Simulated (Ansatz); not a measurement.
**Clamped-ion strain scan in BAs**

These are results of Ansatz, DFT r2SCAN, scalar-relativistic, plane waves, PAW, not measurements. Cutoff 500 eV, Γ-centred 10×10×10 k-points, Gaussian smearing of 0.05 eV. No spin polarisation. Energies are free energies at this smearing, counted from the undisturbed cell; pressure is positive in compression.

Zero of the scan (relaxed at this level):

```yaml
crystal:
  lattice:
    - [0.00000, 2.39192, 2.39192]
    - [2.39192, 0.00000, 2.39192]
    - [2.39192, 2.39192, 0.00000]
  atoms:
    - { symbol: B, position: [0.00000, 0.00000, 0.00000] }
    - { symbol: As, position: [0.75000, 0.75000, 0.75000] }
```

The cell is strained by ε times the Voigt pattern (0, 1, 0, 0, 0, 0) (xx, yy, zz, yz, xz, xy; engineering shear) with fractional coordinates fixed.

| ε | ΔE (meV/atom) | stress summed along the pattern (GPa, tension positive) | pressure (GPa) | gap on the mesh (eV) |
| --- | --- | --- | --- | --- |
| -0.0400 | 20.4 | -12.14 | 6.2 | 0.68 |
| -0.0300 | 11.4 | -9.00 | 4.6 | 0.85 |
| -0.0200 | 5.0 | -5.93 | 3.0 | 1.03 |
| -0.0100 | 1.2 | -2.93 | 1.4 | 1.20 |
| 0.0000 | 0.0 | 0.00 | 0.0 | 1.37 |
| 0.0100 | 1.2 | 2.86 | -1.4 | 1.31 |
| 0.0200 | 4.9 | 5.65 | -2.7 | 1.24 |
| 0.0300 | 10.8 | 8.36 | -3.9 | 1.17 |
| 0.0350 | 14.7 | 9.69 | -4.5 | 1.14 |
| 0.0400 | 19.1 | 11.01 | -5.1 | 1.11 |